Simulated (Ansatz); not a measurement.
# TaInSe3 (model cell, started as cubic perovskite with Ta in the octahedra): following an unstable mode

Wanted: the energy along a soft mode of TaInSe3 (model cell, started as cubic perovskite with Ta in the octahedra) and the structure at the end.

Program: Ansatz 0.2.0. Level of theory: DFT PBEsol, scalar-relativistic, plane waves, PAW. Results are calculated unless marked as measured.

The structure was built from a prototype and need not be the compound's stable phase.

## Step 1: Starting point

The structure is cubic, space group Pm-3m (No. 221). The conventional cell has a = 5.019 Å, b = 5.019 Å, c = 5.019 Å, α = 90.00°, β = 90.00°, γ = 90.00°. Nearest to In lie 12 Se at 3.55 Å. Nearest to Ta lie 6 Se at 2.51 Å. Nearest to Se lie 2 Ta at 2.51 Å. Farther neighbours and most contacts between anions are not listed.

Coordinates:

```cif
data_structure
_symmetry_space_group_name_H-M 'P 1'
_symmetry_Int_Tables_number 1
_cell_length_a 5.0193
_cell_length_b 5.0193
_cell_length_c 5.0193
_cell_angle_alpha 90.000
_cell_angle_beta 90.000
_cell_angle_gamma 90.000
_cell_volume 126.45
loop_
_atom_site_label
_atom_site_type_symbol
_atom_site_fract_x
_atom_site_fract_y
_atom_site_fract_z
_atom_site_occupancy
In1 In 0.00000 0.00000 0.00000 1
Ta2 Ta 0.50000 0.50000 0.50000 1
Se3 Se 0.50000 0.50000 0.00000 1
Se4 Se 0.50000 0.00000 0.50000 1
Se5 Se 0.00000 0.50000 0.50000 1
```

## Step 2: Phonons on a q mesh

The cell comes from relaxations at this level that are not shown. Stability and thermal properties need the whole zone. Linear response on a 2×2×2 q mesh gives force constants as far as a supercell of that size would.

File input.yaml:

```yaml
crystal:
  lattice:
    - [5.019252156, 0.0, 0.0]
    - [0.0, 5.019252156, 0.0]
    - [0.0, 0.0, 5.019252156]
  atoms:
    - { symbol: In, position: [0.0, 0.0, 0.0] }
    - { symbol: Ta, position: [0.5, 0.5, 0.5] }
    - { symbol: Se, position: [0.5, 0.5, 0.0] }
    - { symbol: Se, position: [0.5, 0.0, 0.5] }
    - { symbol: Se, position: [0.0, 0.5, 0.5] }
kpoints:
  mp_grid: { grid: [6, 6, 6] }
hamiltonian:
  xc: pbesol
scf:
  occupations: { method: methfessel_paxton, width: 0.15 }
output:
  eigenvalues: true
phonons:
  method: dfpt
  qmesh: [2, 2, 2]
  temperatures: { t_max: 1000, t_step: 50 }
  qpath:
    path:
      - [[0.0, 0.0, 0.0], [0.0, 0.5, 0.0], [0.5, 0.5, 0.0], [0.0, 0.0, 0.0], [0.5, 0.5, 0.5], [0.0, 0.5, 0.0]]
      - [[0.5, 0.5, 0.5], [0.5, 0.5, 0.0]]
    npoints: 10
```

Launch:

```
> ansatz run input.yaml --threads 8 --pin off --max-ram 14336MiB --backend cpu --events-out ev --progress --plain --runs-dir out
```

Numbers of over 12 decimals in the logs are rounded to 6 here.

Log:

```text
Engine: ansatz 0.2.0, aarch64-unknown-linux-gnu
Pseudopotentials: kind: paw
Pseudopotential: In, paw, valence charge 13, recommended cutoff 420 eV (normal), In.paw.azcp
Pseudopotential: Ta, paw, valence charge 13, recommended cutoff 420 eV (normal), Ta.paw.azcp
Pseudopotential: Se, paw, valence charge 16, recommended cutoff 420 eV (normal), Se.paw.azcp
Functional definition: PBEsol
  exchange = pbesol_x
  correlation = pbesol_c
Crystal: 5 atoms, lattice volume = 126.449 Å³
Basis set: ecut = 420 eV, 2517 PW (Γ), exchange–correlation on 72×72×72 points (8 copies of the dense FFT grid, shifted against one another)
Bands: 45, of which v1, the nominal top of the filled ones, is band 37 counted from 1 (36 counted from 0)
Symmetry: 48 space group operations
k-points: 20 of 216
Non-local potential: In, projectors of the file, l = 0: 2, l = 1: 2, l = 2: 2, l = 3: 2
Non-local potential: Ta, projectors of the file, l = 0: 3, l = 1: 2, l = 2: 2, l = 3: 1
Non-local potential: Se, projectors of the file, l = 0: 2, l = 1: 2, l = 2: 3, l = 3: 1
PAW form: soft (Blöchl's): semilocal exchange-correlation on the pseudo side does not see the compensation charge
PAW frozen core: In, regenerated for the run's functional, and the local potential with it (the file was generated under x = pbe(κ = 0.804, μ = 0.219515), c = pbe(β = 0.066725))
PAW frozen core: Ta, regenerated for the run's functional, and the local potential with it (the file was generated under x = pbe(κ = 0.804, μ = 0.219515), c = pbe(β = 0.066725))
PAW frozen core: Se, regenerated for the run's functional, and the local potential with it (the file was generated under x = pbe(κ = 0.804, μ = 0.219515), c = pbe(β = 0.066725))
PAW one-centre angular grid: In, 590 points (default); XC on 64 Gauss nodes
PAW one-centre angular grid: Ta, 590 points (default); XC on 64 Gauss nodes
PAW one-centre angular grid: Se, 590 points (default); XC on 64 Gauss nodes
Initial density: superposition of atomic densities (neutral atoms: chi_scale 0, normalization atom), corrected by the library's trained network
Initial wavefunctions: pseudopotential atomic-orbital guess
Functional: x = pbesol(κ = 0.804, μ = 0.123457), c = pbesol(β = 0.046)
SCF iter   1: F=—  HF=-31606.297952 eV  |F-HF|=—  |Δ(HF+E_count)|=         —  Δρ=3.77e-3  dr2=3.73e-2  ethr=1.77e-3  ⟨swp⟩=6.8  Hψ=3266  notcnv=0
preconditioner: auto → Resta (q_TF=auto, 2.495 Å⁻¹)  ε∞=4.5  [insulator: Δε(μ)=0.297 eV  Ē_g=10.562 eV  σ=0.150 eV  W_gap=0.93  n_scr=26 (ndim 8)  ℏωp=19.8 eV  f_vac=0.021  D(μ)=0.21/eV (n_scr^D=0)  ε∞_Penn≈4.5]
SCF iter   2: F=—  HF=-31606.290966 eV  |F-HF|=—  |Δ(HF+E_count)|=   6.99e-3  S|Δr|=    0.00e0  Δρ=1.81e-3  dr2=6.84e-3  ethr=5.05e-5  ⟨swp⟩=2.3  Hψ=1320  notcnv=0
SCF iter   3: F=—  HF=-31606.289206 eV  |F-HF|=—  |Δ(HF+E_count)|=   1.76e-3  S|Δr|=    0.00e0  Δρ=6.51e-4  dr2=1.32e-3  ethr=9.24e-6  ⟨swp⟩=2.0  Hψ=1073  notcnv=0  defer=3
SCF iter   4: F=—  HF=-31606.288929 eV  |F-HF|=—  |Δ(HF+E_count)|=   2.77e-4  S|Δr|=    0.00e0  Δρ=2.26e-4  dr2=1.07e-4  ethr=1.78e-6  ⟨swp⟩=2.0  Hψ=1063  notcnv=0  defer=3
SCF iter   5: F=—  HF=-31606.288914 eV  |F-HF|=—  |Δ(HF+E_count)|=   1.54e-5  S|Δr|=    0.00e0  Δρ=1.08e-4  dr2=1.38e-5  ethr=1.45e-7  ⟨swp⟩=2.0  Hψ=1576  notcnv=0  defer=3
SCF iter   6: F=—  HF=-31606.288919 eV  |F-HF|=—  |Δ(HF+E_count)|=   5.32e-6  S|Δr|=    0.00e0  Δρ=2.18e-5  dr2=5.23e-7  ethr=1.87e-8  ⟨swp⟩=2.9  Hψ=1648  notcnv=0  defer=3
SCF iter   7: F=—  HF=-31606.288916 eV  |F-HF|=—  |Δ(HF+E_count)|=   3.29e-6  S|Δr|=    0.00e0  Δρ=4.89e-6  dr2=2.47e-8  ethr=7.07e-10  ⟨swp⟩=2.0  Hψ=1212  notcnv=0  defer=3
SCF iter   8: F=—  HF=-31606.288916 eV  |F-HF|=—  |Δ(HF+E_count)|=   2.53e-8  S|Δr|=    0.00e0  Δρ=9.75e-7  dr2=1.35e-9  ethr=3.34e-11  ⟨swp⟩=2.0  Hψ=1224  notcnv=0  defer=3
SCF iter   9: F=—  HF=-31606.288916 eV  |F-HF|=—  |Δ(HF+E_count)|=  9.97e-10  S|Δr|=    0.00e0  Δρ=2.42e-7  dr2=9.58e-11  ethr=1.82e-12  ⟨swp⟩=2.0  Hψ=1585  notcnv=0  defer=3
SCF iter  10: F=—  HF=-31606.288916 eV  |F-HF|=—  |Δ(HF+E_count)|=  3.64e-11  S|Δr|=    0.00e0  Δρ=7.79e-8  dr2=1.07e-11  ethr=1.00e-12  ⟨swp⟩=10.3  Hψ=4478  notcnv=0
SCF iter  11: F=-31606.288916 eV  HF=-31606.288916 eV  |F-HF|=7.28e-12  |Δ(HF+E_count)|=    0.00e0  S|Δr|=    0.00e0  Δρ=1.58e-8  dr2=3.93e-13  ethr=1.00e-12  ⟨swp⟩=5.0  Hψ=3396  notcnv=0
SCF 1 converged in 11 iterations: F = -31606.288916 eV  dr2 = 3.93e-13
  greatest PAW one-centre occupation: 1.000 electrons in one spin orbital (limit 2), on the Se atom at site 3 (counted from 0), in its partial waves of l = 2
Initial density: read from a saved state, or passed on in memory by an earlier SCF of this step, an earlier step, the calling program or the single point that the run made first
iter 1 solved again at ethr=1.98e-7 eV; its pass at ethr=3.10e-3 eV (dr2=1.47e-4 eV) is discarded
SCF iter   1: F=—  HF=-31606.288915 eV  |F-HF|=—  |Δ(HF+E_count)|=         —  Δρ=4.59e-7  dr2=1.20e-10  ethr=1.98e-7  ⟨swp⟩=3.0  Hψ=5322  notcnv=0
eigensolver tolerance schedule: the retry pair's looser diagonalisation over-reported the residual by 1226704.17 of it (diagonalisation noise at an unbounded share of the residual, at the tolerance the schedule requests for it); recorded, not acted on — ethr = c·dr2/N_el stays at c = 1.0e-1
preconditioner: auto → Resta (q_TF=auto, 2.495 Å⁻¹)  ε∞=4.5  [insulator: Δε(μ)=0.296 eV  Ē_g=10.537 eV  σ=0.150 eV  W_gap=1.04  n_scr=26 (ndim 8)  ℏωp=19.8 eV  f_vac=0.020  D(μ)=-0.09/eV (n_scr^D=0)  ε∞_Penn≈4.5]
SCF iter   2: F=—  HF=-31606.288916 eV  |F-HF|=—  |Δ(HF+E_count)|=   7.84e-7  S|Δr|=    0.00e0  Δρ=2.30e-7  dr2=5.73e-11  ethr=1.00e-12  ⟨swp⟩=3.9  Hψ=2457  notcnv=0
SCF iter   3: F=—  HF=-31606.288916 eV  |F-HF|=—  |Δ(HF+E_count)|=  2.18e-11  S|Δr|=    0.00e0  Δρ=1.46e-7  dr2=1.27e-11  ethr=1.00e-12  ⟨swp⟩=1.0  Hψ=900  notcnv=0
SCF iter   4: F=-31606.288916 eV  HF=-31606.288916 eV  |F-HF|=7.28e-12  |Δ(HF+E_count)|=  7.28e-12  S|Δr|=    0.00e0  Δρ=1.01e-7  dr2=5.72e-12  ethr=1.00e-12  ⟨swp⟩=3.1  Hψ=1975  notcnv=0
SCF 2 converged in 4 iterations: F = -31606.288916 eV  dr2 = 5.72e-12
phonons: the bands overlap, so this run is a metal and interpolates without the dipole-dipole term. If the crystal is really an insulator or semiconductor, its LO-TO splitting is missing
NSCF: frozen V_eff on 20 k-points
NSCF: frozen V_eff on 64 k-points
DFPT response loops at q = (0, 0, 0) (fractional): preconditioner auto → Kerker (q_TF=auto, 2.495 Å⁻¹) (partly filled bands, converged f_vac=0.020); β = 1.00, the filter's whole step (`scf.mixing.beta` (0.50) is not read by the response loops under this deck's `scf.mixing.preconditioner`; to damp them name `kerker` or `kerker_dos`, under which they read `scf.mixing.beta`, and type it under 1.00, their step now; both keys bind the ground state too); Broyden in place of MSR1
NSCF: frozen V_eff on 128 k-points
DFPT response loops at q = (0, 0, -0.5) (fractional): mixed as the last ones told, above
NSCF: frozen V_eff on 128 k-points
DFPT response loops at q = (0, -0.5, -0.5) (fractional): mixed as the last ones told, above
NSCF: frozen V_eff on 128 k-points
DFPT response loops at q = (-0.5, -0.5, -0.5) (fractional): mixed as the last ones told, above
SCF converged after 11 iterations
Stability not checked: this state was not tested for a lower state beside it, because cold or Methfessel-Paxton smearing, or corrected tetrahedra, fill the levels in a way that the test cannot read (fill_not_monotonic; see scf.lower_state_search)
Free energy (F): -31606.288916 eV
Harris-Foulkes:  -31606.288916 eV  (|F-HF|=7.28e-12)
Internal energy: -31606.296040 eV  (E = F + TS)
E sigma→0 (E₀):  -31606.290697 eV
Entropy (-TS):   0.007124 eV (1.425 meV/atom)
Fermi energy:    9.195485 eV
Step filling:    the computed levels leave a gap of 0.2962 eV = 2.0 smearing widths at the electron count; against every level under it full and every level over it empty, smearing changes F+E_penalty+E_count by +1.807 meV and its σ→0 estimate by +0.026 meV
--- Per-component energies (eV) ---
  E_band       = -1374.841015
  E_kinetic    = 961.016578
  E_local      = -9597.017786  (includes V_loc(G=0)·N_el)
  E_nonlocal   = -1395.210894
  E_hartree    = 4503.994050
  E_xc         = -740.930590
  E_vxc        = -598.025795  (∫ρ·V_xc dr)
  E_paw        = -17953.431845  (= ΣΔE_a)
  E_vpaw       = 246.410396  (= ΣTr[D̂ρ^β])
  E_aug_tail   = -0.001649  (compensation charges beyond the density's cutoff)
  E_ewald      = -7388.188805
  E_core_change = 3.474900  (= ΣΔE_core)
  E_smearing   = 0.007124  (= −TS)
  E_closure    = -0.000000  (closes the sum)
  Σ components = -31606.288916   (vs F -31606.288916, Δ=0.00e0)
--- Band table (eV; the first three rows and the last of 20) ---
  k-point 0: bands = [... 33 lower, 7.8725, 8.3767, 8.3767, 8.3767, 8.3920, 8.3920, 8.3920, 10.7157, ... 4 higher]
  k-point 1: bands = [... 33 lower, 7.7335, 7.8138, 8.2466, 8.2466, 8.3873, 9.4599, 9.4599, 10.7262, ... 4 higher]
  k-point 2: bands = [... 33 lower, 7.4860, 8.3093, 8.3280, 8.3280, 8.4088, 10.5404, 10.5404, 10.7417, ... 4 higher]
  k-point 19: bands = [... 33 lower, 5.4114, 9.3707, 9.3707, 9.3707, 10.8226, 10.8226, 10.8226, 14.7938, ... 4 higher]
--- Phonons (Γ-DFPT): 4 representative perturbations + reference (Σ response iterations 12) ---
  ASR residual: 1.017e-4 → 0.000e0 eV/Å²; symmetrization residual: 4.311e-5 eV/Å²
  ASR residual per site (eV/Å²): 2.45e-5 1.02e-4 2.84e-5 2.84e-5 2.84e-5
  Γ frequencies (cm⁻¹): -31.20 -31.20 -31.20 0.00 0.00 0.00 51.57 51.57 51.57 59.30 59.30 59.30 225.01 225.01 225.01
--- Phonons (arbitrary-q DFPT): 4 irreducible q on the 2×2×2 mesh ---
  q = [0.0000, 0.0000, 0.0000] (star 1, of the zone-centre solve; hermiticity 7.22e-6, symmetrization 9.32e-12): -31.20 -31.20 -31.20 -0.00 -0.00 0.00 51.57 51.57 51.57 59.30 59.30 59.30 225.01 225.01 225.01
  q = [0.0000, 0.0000, -0.5000] (star 3, 9 solved perturbations in 504 linear systems a pass and spin channel, the states on 64 of 216 k-point pairs; hermiticity 1.26e-6, symmetrization 2.68e-12): -19.84 -19.84 18.37 18.37 40.68 49.09 49.09 74.61 79.43 79.43 83.27 145.46 223.57 223.57 267.16
  q = [0.0000, -0.5000, -0.5000] (star 3, 9 solved perturbations in 504 linear systems a pass and spin channel, the states on 64 of 216 k-point pairs; hermiticity 7.27e-6, symmetrization 3.57e-13): -71.42 -26.86 -26.86 -8.76 -5.91 75.00 75.00 75.59 75.59 121.57 147.30 147.30 160.75 220.59 283.25
  q = [-0.5000, -0.5000, -0.5000] (star 1, 4 solved perturbations in 184 linear systems a pass and spin channel, the states on 64 of 216 k-point pairs; hermiticity 6.93e-8, symmetrization 7.64e-12): -70.01 -70.01 -70.01 -19.91 -19.91 -19.91 106.80 106.80 116.57 116.57 116.57 146.69 146.69 146.69 299.46
  sum rule: each row above includes the acoustic sum rule's correction from the zone centre's row sums; it moved no ω² by more than (0.39 cm⁻¹)²
  mesh force constants: q→R imaginary residual 4.34e-18; ASR residual 1.017e-4 → 0.000e0 eV/Å²; symmetrization residual 1.421e-14 eV/Å²
  interpolated dispersion: 62 rows × 15 modes
  density of states and harmonic sums: on the 12×12×12 q-mesh, interpolated from the force constants of a 2×2×2 supercell (no non-analytic term)
  largest difference from the sums on the solved wave vectors: F 9.50e-2 eV, S 1.23e-4 and C_V 2.81e-5 eV/K
  zero-point energy: 0.082107 eV/cell   skipped modes (ω ≤ 0): 326, of them read as no rigid motion or as one in doubt: 323 (3.802e0 modes/cell left out, lowest -71.42 cm⁻¹)   left out of the sums: 2.54e-1 of the cell's modes: C_V's classical limit lies that fraction below 3 k_B per atom; for a crystal, a wire or a layer, F and S can be off by more, and a phonons.interpolated_qmesh denser along its periods is the remedy for the sampling
```

Wall time 6.8 min (8 threads of Arm Neoverse N1, shared host); peak memory 1.5 GiB; 30 min of CPU time.

The column dr2 measures how far the density is from self-consistency, as an energy; F and HF (Harris–Foulkes) agree once it is small.

Numbers from this step:

| Quantity | Value |
| --- | --- |
| volume per atom | 25.29 Å³ |
| gap on the k-mesh | 0 eV |
| sum-rule residual before enforcement | 1.02e-4 eV/Å² |
| lowest frequency on the path | -71.42 cm⁻¹ |
| point group | m-3m |
| highest frequency on the path or at a solved wavevector | 299.5 cm⁻¹ |
| highest optical mode at the zone centre (no LO-TO term) | 225.0 cm⁻¹ |
| lowest optical zone-centre mode | -31.2 cm⁻¹ |
| lowest mode on the q mesh (acoustic modes at Γ apart) | -71.42 cm⁻¹ |

Frequencies (cm⁻¹) solved at each irreducible wavevector; negative means imaginary. Frequencies by wavevector, by row:

```
q in reciprocal lattice units  star  mode 1  mode 2  mode 3  mode 4  mode 13  mode 14  mode 15
                        0 0 0     1   -31.2   -31.2   -31.2       0      225      225      225
                     0 0 -0.5     3   -19.8   -19.8    18.4    18.4    223.6    223.6    267.2
                  0 -0.5 -0.5     3   -71.4   -26.9   -26.9    -8.8    160.8    220.6    283.2
               -0.5 -0.5 -0.5     1     -70     -70     -70   -19.9    146.7    146.7    299.5
```

Interpolated from a 2×2×2 q mesh. Phonon branches along the path, in cm⁻¹:

```
    point  branch 1  branch 2  branch 3  branch 4  branch 12  branch 13  branch 14  branch 15
        Γ       -31       -31       -31         0         59        225        225        225
  halfway       -25       -25        18        18        108        224        224        245
        X       -20       -20        18        18        146        224        224        267
  halfway       -39       -23       -15         6        146        196        222        276
        M       -71       -27       -27        -9        147        161        221        283
  halfway       -21       -18       -14        -7        110        209        223        262
        Γ       -31       -31       -31         0         59        225        225        225
  halfway       -22       -21       -21       -17        111        200        200        278
        R       -70       -70       -70       -20        147        147        147        300
  halfway       -41       -37       -21       -21        147        178        191        288
        X       -20       -20        18        18        146        224        224        267
jump to R       -70       -70       -70       -20        147        147        147        300
  halfway       -71       -40       -40       -22        147        147        174        295
        M       -71       -27       -27        -9        147        161        221        283
```

Symmetry leaves 4 wavevectors to solve. The lowest mode among them, the acoustic zeros apart, lies at q = (0, -0.5, -0.5) and is imaginary, 71.4i cm⁻¹, so the energy falls along it.

## Step 3: The mode frozen in, largest atomic shift 0 Å

The mode followed lies at q = (-0.5, -0.5, -0.5) with frequency 70.0i cm⁻¹ and is 3-fold degenerate, one of the unstable modes though not the softest. At small amplitude the distorted cell has space group no. 140 by a symmetry search on the positions. The undistorted cell that holds it gives the zero of energy on the same k mesh.

System of this step: TaInSe3 (model cell, started as cubic perovskite with Ta in the octahedra). Symmetry: Pm-3m, No. 221, cubic system. The conventional cell has a = 5.019 Å, b = 5.019 Å, c = 5.019 Å, α = 90.00°, β = 90.00°, γ = 90.00°. Nearest to In lie 12 Se at 3.55 Å. Nearest to Ta lie 6 Se at 2.51 Å. Nearest to Se lie 2 Ta at 2.51 Å. Farther neighbours and most contacts between anions are not listed.

File input.yaml:

```yaml
crystal:
  lattice:
    - [5.019252156, 5.019252156, 0.0]
    - [5.019252156, 0.0, 5.019252156]
    - [5.019252156, 0.0, -5.019252156]
  atoms:
    - { symbol: In, position: [0.0, 0.0, 0.0] }
    - { symbol: In, position: [0.0, 0.5, 0.5] }
    - { symbol: Ta, position: [0.5, 0.25, 0.75] }
    - { symbol: Ta, position: [0.5, 0.75, 0.25] }
    - { symbol: Se, position: [0.5, 0.0, 1.0] }
    - { symbol: Se, position: [0.5, 0.5, 0.5] }
    - { symbol: Se, position: [0.0, 0.5, 0.0] }
    - { symbol: Se, position: [0.0, 0.0, 0.5] }
    - { symbol: Se, position: [0.5, 0.5, 0.0] }
    - { symbol: Se, position: [0.5, 0.0, 0.5] }
kpoints:
  mp_grid: { grid: [6, 6, 6] }
hamiltonian:
  xc: pbesol
scf:
  occupations: { method: methfessel_paxton, width: 0.15 }
output:
  forces: true
  stress: true
  eigenvalues: true
```

Log:

```text
[...]
Crystal: 10 atoms, lattice volume = 252.899 Å³
Basis set: ecut = 420 eV, 4957 PW (Γ), exchange–correlation on 96×96×96 points (8 copies of the dense FFT grid, shifted against one another)
Bands: 89, of which v1, the nominal top of the filled ones, is band 74 counted from 1 (73 counted from 0)
Symmetry: 96 space group operations
[...]
k-points: 16 of 216
[...]
k-point 0: bands = [... 70 lower, 8.3869, 8.4325, 8.4325, 8.4325, 9.3489, 9.3489, 9.3489, 10.7781, ... 11 higher]
  k-point 1: bands = [... 70 lower, 8.1098, 9.0569, 9.0569, 9.0779, 9.1146, 9.1146, 9.2163, 10.6512, ... 11 higher]
  k-point 2: bands = [... 70 lower, 8.1576, 8.5871, 8.5871, 8.8875, 9.7276, 9.7276, 9.8526, 10.2592, ... 11 higher]
  k-point 15: bands = [... 70 lower, 7.6746, 7.8136, 8.5777, 8.9422, 9.5897, 10.7006, 10.9943, 11.0572, ... 11 higher]
[key lines of the parts left out:]
SCF converged after 6 iterations
Free energy (F): -63212.522144 eV
Fermi energy:    9.120846 eV
P = ⅓ Tr σ = -0.0376 GPa (-0.376 kbar)
```

Run time: 9.2 s. Hardware: 8 threads; peak memory 1.3 GiB.

This step gave:

```yaml
pressure: -0.03760 GPa
energy_from_the_undistorted_cell: 0 meV/atom
```

The run ends at a pressure of -0.04 GPa.

(Part 1 of 3 ends here.)

[Logs are printed without paths, hosts, clocks, repeated set-up lines and the standing remarks that a program may print on its own settings, such as how far it seeks lower states.]

[Hosts, paths, dates, database ids (printed as entryN), source tags and the programs' standing remarks are cut or masked in the printed files.]
